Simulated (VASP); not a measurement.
# SiC (P6_3mc) in VASP: notebook, part 2 of 2

VASP 6.6.1. The steps go on from the part before.

### 3 Relaxation of cell and atoms, PBEsol

This run uses another cell than the first one, of 10.34 Å³/atom, 1.003 times its volume.

The input, INCAR:

```
SYSTEM = SiC
ALGO = Normal ; EDIFF = 1E-7
EDIFFG = -0.005 ; ENCUT = 600
GGA = PS ; IBRION = 2
ISIF = 3 ; ISMEAR = 0
KPAR = 4 ; LASPH = .True.
LCHARG = .False. ; LREAL = .False.
LWAVE = .False. ; NELM = 80
NSW = 90 ; PREC = Accurate
SIGMA = 0.03
```

The input, KPOINTS:

```
k-points
0
Gamma
  12 12 3
  0 0 0
```

The input, POSCAR:

```
SiC                                     
1.0
    3.0789830402      0.0000000000      0.0000000000
   -1.5394915201      2.6664775306      0.0000000000
    0.0000000000      0.0000000000     10.0795947980
  Si              C             
     4     4
Direct
     0.6666666699999979    0.3333333300000021    0.9378313346194685
     0.3333333300000021    0.6666666699999979    0.4378313346194685
     0.0000000000000000    0.0000000000000000    0.6878993575393707
     0.0000000000000000    0.0000000000000000    0.1878993575393708
     0.6666666699999979    0.3333333300000021    0.7498119035736720
     0.3333333300000021    0.6666666699999979    0.2498119035736721
     0.0000000000000000    0.0000000000000000    0.5004564042674959
     0.0000000000000000    0.0000000000000000    0.0004564042674959
```

Potentials or basis: VASP PAW PBE potentials, release 64 (Si, C).

Launch:

```
$ cat potpaw_PBE.64/Si/POTCAR potpaw_PBE.64/C/POTCAR > POTCAR
$ mpirun -np 4 vasp_std > vasp.out
```

It took 12 s on 4 MPI ranks of Intel Xeon 6975P-C (Granite Rapids), shared host; peak memory 0.26 GiB.

The run converged. Its results:

```
Free energy             : -63.6763 eV
Pressure after relaxing : 0.0 GPa
Band gap on the k mesh  : 2.11 eV, indirect (least direct gap 3.23 eV)
```

Forces in eV/Å, atoms in the order of the input:
```
Si   0.000  0.000  0.002
Si   0.000  0.000  0.002
Si   0.000  0.000  0.002
Si   0.000  0.000  0.002
C    0.000  0.000 -0.001
C    0.000  0.000 -0.001
C    0.000  0.000 -0.002
C    0.000  0.000 -0.002
```

Final structure:
```
CELL_PARAMETERS angstrom
3.07898 0.00000 0.00000
-1.53949 2.66648 0.00000
0.00000 0.00000 10.07959
ATOMIC_POSITIONS crystal
Si 0.66667 0.33333 0.93783
Si 0.33333 0.66667 0.43783
Si 0.00000 0.00000 0.68790
Si 0.00000 0.00000 0.18790
C 0.66667 0.33333 0.74981
C 0.33333 0.66667 0.24981
C 0.00000 0.00000 0.50046
C 0.00000 0.00000 0.00046
```

Levels at points of the mesh, in eV from the valence-band top:
```
           k point  band 12  band 13  band 14  band 15  band 16  band 17  band 18  band 19  band 20  band 21
(0.00, 0.00, 0.00)    -0.59    -0.59    -0.05     0.00     0.00     5.03     5.60     6.24     6.24     6.91
(0.50, 0.00, 0.00)    -2.40    -2.38    -2.23    -1.59    -1.13     2.11     2.24     4.11     4.65     5.19
```

Caveat: the relaxation stopped at its first step, so nothing moved; the PAW data sets were made with another functional, which shifts forces and pressure a little; an odd mesh through Γ misses points on the zone boundary, where band edges often lie.

### 4 Relaxation of cell and atoms, PBEsol

The input, INCAR:

```
PREC = Accurate ; ENCUT = 600
EDIFF = 1E-6 ; ISMEAR = 0
SIGMA = 0.03 ; LREAL = False
LASPH = True ; NELM = 80
ALGO = Normal ; ISIF = 3
LWAVE = False ; LCHARG = False
GGA = PS ; IBRION = 2
NSW = 90 ; EDIFFG = -0.01
KPAR = 2
```

The input, KPOINTS:

```
regular mesh
0
Gamma
  12 12 3
```

The input, POSCAR:

```
SiC
1.0
    3.0756941497      0.0000000000      0.0000000000
   -1.5378470748      2.6636292679      0.0000000000
    0.0000000000      0.0000000000     10.0706464800
Si C
4 4
Direct
    0.6666666700      0.3333333300      0.9378419800
    0.3333333300      0.6666666700      0.4378419800
    0.0000000000      0.0000000000      0.6878943800
    0.0000000000      0.0000000000      0.1878943800
    0.6666666700      0.3333333300      0.7498025900
    0.3333333300      0.6666666700      0.2498025900
    0.0000000000      0.0000000000      0.5004600500
    0.0000000000      0.0000000000      0.0004600500
```

Launch:

```
$ cat potpaw_PBE.64/Si/POTCAR potpaw_PBE.64/C/POTCAR > POTCAR
$ mpirun -np 2 vasp_std > vasp.out
```

Run time: 61 s. Hardware: 2 MPI ranks of Intel Xeon Platinum 8488C (Sapphire Rapids), shared host; peak memory 0.26 GiB.

Results (log left out):

```yaml
Free_energy: -63.6760 eV
Relaxed_volume: 10.34 Å³/atom
Relaxed_cell: a = 3.079 Å, b = 3.079 Å, c = 10.080 Å, α = 90.00°, β = 90.00°, γ = 120.00°
Space_group_after_relaxing_to_0.05_Å: P6_3mc (No. 186)
Energy_gained_by_relaxing: 0.1 meV/atom
Ionic_steps: 3
Pressure_after_relaxing: 0.0 GPa
Band_gap_on_the_k_mesh: 2.11 eV, indirect (least direct gap 3.23 eV)
```

Forces on the atoms (eV/Å):
```
Si   0.000  0.000  0.002
Si   0.000  0.000  0.002
Si   0.000  0.000  0.002
Si   0.000  0.000  0.002
C    0.000  0.000 -0.001
C    0.000  0.000 -0.001
C    0.000  0.000 -0.002
C    0.000  0.000 -0.002
```

The path:
```
step  energy change (eV)  largest force (eV/Å)  pressure (GPa)  volume (Å³)
   1              0.0000                0.0047            0.68        82.50
   2              0.0001                0.0093           -0.73        83.03
   3             -0.0005                0.0025            0.00        82.75
```

Final structure:
```cif
data_structure
_symmetry_space_group_name_H-M 'P 1'
_symmetry_Int_Tables_number 1
_cell_length_a 3.0790
_cell_length_b 3.0790
_cell_length_c 10.0796
_cell_angle_alpha 90.000
_cell_angle_beta 90.000
_cell_angle_gamma 120.000
_cell_volume 82.75
loop_
_atom_site_label
_atom_site_type_symbol
_atom_site_fract_x
_atom_site_fract_y
_atom_site_fract_z
_atom_site_occupancy
Si1 Si 0.66667 0.33333 0.93783 1
Si2 Si 0.33333 0.66667 0.43783 1
Si3 Si 0.00000 0.00000 0.68790 1
Si4 Si 0.00000 0.00000 0.18790 1
C1 C 0.66667 0.33333 0.74981 1
C2 C 0.33333 0.66667 0.24981 1
C3 C 0.00000 0.00000 0.50046 1
C4 C 0.00000 0.00000 0.00046 1
```

Levels at points of the mesh, in eV from the valence-band top:
```csv
k point,band 13,band 14,band 15,band 16,band 17,band 18,band 19,band 20
"(0.00, 0.00, 0.00)",-0.59,-0.05,0.00,0.00,5.03,5.60,6.24,6.24
"(0.50, 0.00, 0.00)",-2.38,-2.23,-1.59,-1.13,2.11,2.24,4.11,4.65
```

Caveat: the PAW data sets were made with another functional, which shifts forces and pressure a little; an odd mesh through Γ misses points on the zone boundary, where band edges often lie. As with any semilocal functional, this PBEsol gap is likely too small.

### 5 Relaxation of cell and atoms, PBEsol

This run uses another cell than the first one, of 10.34 Å³/atom, 1.003 times its volume.

The input, INCAR:

```
PREC = Accurate ; ENCUT = 600
EDIFF = 1E-7 ; ISMEAR = 0
SIGMA = 0.03 ; LREAL = False
LASPH = True ; NELM = 80
ALGO = Normal ; ISIF = 3
LWAVE = False ; LCHARG = False
GGA = PS ; IBRION = 2
NSW = 90 ; EDIFFG = -0.005
KPAR = 2
```

KPOINTS is that of step 4.

The input, POSCAR:

```
SiC                                     
1.0
    3.0789830401      0.0000000000     -0.0000000000
   -1.5394915200      2.6664775305      0.0000000000
   -0.0000000000      0.0000000000     10.0795947977
  Si              C             
     4     4
Direct
     0.6666666699999979    0.3333333300000021    0.9378313346205783
     0.3333333300000021    0.6666666699999979    0.4378313346205783
     1.0000000000000000    0.0000000000000000    0.6878993575391326
     0.0000000000000000    0.0000000000000000    0.1878993575391326
     0.6666666699999979    0.3333333300000021    0.7498119035729851
     0.3333333300000021    0.6666666699999979    0.2498119035729851
     0.0000000000000000    0.0000000000000000    0.5004564042673113
     0.0000000000000000    0.0000000000000000    0.0004564042673112
```

Launch:

```
$ cat potpaw_PBE.64/Si/POTCAR potpaw_PBE.64/C/POTCAR > POTCAR
$ mpirun -np 2 vasp_std > vasp.out
```

Run time: 37 s. Hardware: 2 MPI ranks of Intel Xeon Platinum 8488C (Sapphire Rapids), shared host; peak memory 0.24 GiB.

The run converged. Its results:

```yaml
Free_energy: -63.6763 eV
Pressure_after_relaxing: 0.0 GPa
Band_gap_on_the_k_mesh: 2.11 eV, indirect (least direct gap 3.23 eV)
```

Forces on the atoms (eV/Å):
```
Si   0.000  0.000  0.002
Si   0.000  0.000  0.002
Si   0.000  0.000  0.002
Si   0.000  0.000  0.002
C    0.000  0.000 -0.001
C    0.000  0.000 -0.001
C    0.000  0.000 -0.002
C    0.000  0.000 -0.002
```

Final structure:
```yaml
crystal:
  lattice:
    - [3.07898, 0.00000, 0.00000]
    - [-1.53949, 2.66648, 0.00000]
    - [0.00000, 0.00000, 10.07959]
  atoms:
    - { symbol: Si, position: [0.66667, 0.33333, 0.93783] }
    - { symbol: Si, position: [0.33333, 0.66667, 0.43783] }
    - { symbol: Si, position: [0.00000, 0.00000, 0.68790] }
    - { symbol: Si, position: [0.00000, 0.00000, 0.18790] }
    - { symbol: C, position: [0.66667, 0.33333, 0.74981] }
    - { symbol: C, position: [0.33333, 0.66667, 0.24981] }
    - { symbol: C, position: [0.00000, 0.00000, 0.50046] }
    - { symbol: C, position: [0.00000, 0.00000, 0.00046] }
```

Levels at points of the mesh, in eV from the valence-band top:
| k point | band 12 | band 13 | band 14 | band 15 | band 16 | band 17 | band 18 | band 19 | band 20 | band 21 |
| --- | --- | --- | --- | --- | --- | --- | --- | --- | --- | --- |
| (0.00, 0.00, 0.00) | -0.59 | -0.59 | -0.05 | 0.00 | 0.00 | 5.03 | 5.60 | 6.24 | 6.24 | 6.91 |
| (0.50, 0.00, 0.00) | -2.40 | -2.38 | -2.23 | -1.59 | -1.13 | 2.11 | 2.24 | 4.11 | 4.65 | 5.19 |

Caveat: the relaxation stopped at its first step, so nothing moved; the PAW data sets were made with another functional, which shifts forces and pressure a little; an odd mesh through Γ misses points on the zone boundary, where band edges often lie.
